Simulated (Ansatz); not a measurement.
## Computed properties of MgO (Ibam)

All numbers come from Ansatz. Calculated for a static, non-magnetic cell.

The cell is MgO (Ibam) from a database structure; cell and atoms were relaxed with r2SCAN. Space group Ibam (No. 72), orthorhombic; a = 6.123 Å, b = 14.403 Å, c = 4.159 Å in the conventional setting, 11.46 Å³ an atom. Mg is surrounded by 5 O at 2.01–2.08 Å; Mg is surrounded by 5 O at 1.99–2.08 Å; O is surrounded by 5 Mg at 2.01–2.08 Å; O is surrounded by 5 Mg at 1.99–2.08 Å.

```yaml
crystal:
  lattice:
    - [-3.06161, 7.20157, 2.07966]
    - [3.06161, -7.20157, 2.07966]
    - [3.06161, 7.20157, -2.07966]
  atoms:
    - { symbol: Mg, position: [0.92933, 0.66618, 0.59552] }
    - { symbol: Mg, position: [0.07067, 0.33382, 0.40448] }
    - { symbol: Mg, position: [0.57067, 0.16618, 0.73685] }
    - { symbol: Mg, position: [0.42933, 0.83382, 0.26315] }
    - { symbol: Mg, position: [0.31015, 0.33580, 0.64596] }
    - { symbol: Mg, position: [0.68985, 0.66420, 0.35404] }
    - { symbol: Mg, position: [0.18985, 0.83580, 0.02565] }
    - { symbol: Mg, position: [0.81015, 0.16420, 0.97435] }
    - { symbol: O, position: [0.80992, 0.83522, 0.64514] }
    - { symbol: O, position: [0.19008, 0.16478, 0.35486] }
    - { symbol: O, position: [0.69008, 0.33522, 0.02530] }
    - { symbol: O, position: [0.30992, 0.66478, 0.97470] }
    - { symbol: O, position: [0.42934, 0.17023, 0.59956] }
    - { symbol: O, position: [0.57066, 0.82977, 0.40044] }
    - { symbol: O, position: [0.07066, 0.67023, 0.74089] }
    - { symbol: O, position: [0.92934, 0.32977, 0.25911] }
```

On this one geometry the levels give:
```csv
level,k mesh,gap (eV),kind,edges,least direct gap (eV)
PBE,8×8×8,3.21,direct,Γ,3.21
r2SCAN,8×8×8,3.75,direct,Γ,3.75
HSE06,4×4×4,4.75,direct,Γ,4.75
PBE0,4×4×4,5.46,direct,Γ,5.46
```
PBE: smearing of 0.02 eV; the others have fixed occupations.
Wave cutoffs: 420 eV, 500 eV (r2SCAN).

HSE06 gives a direct gap of 4.75 eV at Γ.

r2SCAN covers 35 % of the step from PBE to HSE06. Among these functionals the gap stays direct.
